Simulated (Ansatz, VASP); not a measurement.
CdSe: VASP beside Ansatz

```
CELL_PARAMETERS angstrom
9.00000 0.00000 0.00000
0.00000 9.30000 0.00000
0.00000 0.00000 4.80381
ATOMIC_POSITIONS crystal
Cd 0.50000 0.50000 0.98251
Se 0.50000 0.50000 0.48249
```

Alike in both runs: functional PBE; k mesh 1 × 1 × 14; occupations gaussian, width 0.05 eV; collinear spin.

Ansatz relaxed the structure, and its values are those at the end. VASP's run is a single point on that final structure, the one shown.

|  | VASP | Ansatz |
| --- | --- | --- |
| version | VASP 6.6.1 | Ansatz 0.2.0 |
| potentials or method | VASP PAW PBE potentials, release 64 (Cd, Se) | scalar-relativistic, plane waves, PAW |
| plane-wave cutoff (eV) | 520 | 420 |
| valence electrons in the cell | 18 | 36 |

VASP gave:

* gap on the k mesh at the Fermi level (eV): 0.34
* least direct gap on the mesh (eV): 1.15
* net moment per atom (μB): 0.00

What did Ansatz give for the same quantities?

gap on the k mesh at the Fermi level (eV): 0.35; least direct gap on the mesh (eV): 1.16; net moment per atom (μB): 0.00.

The two sets of potentials don't hold the same shells in valence. Ansatz warned: «seeded_moment_not_kept».
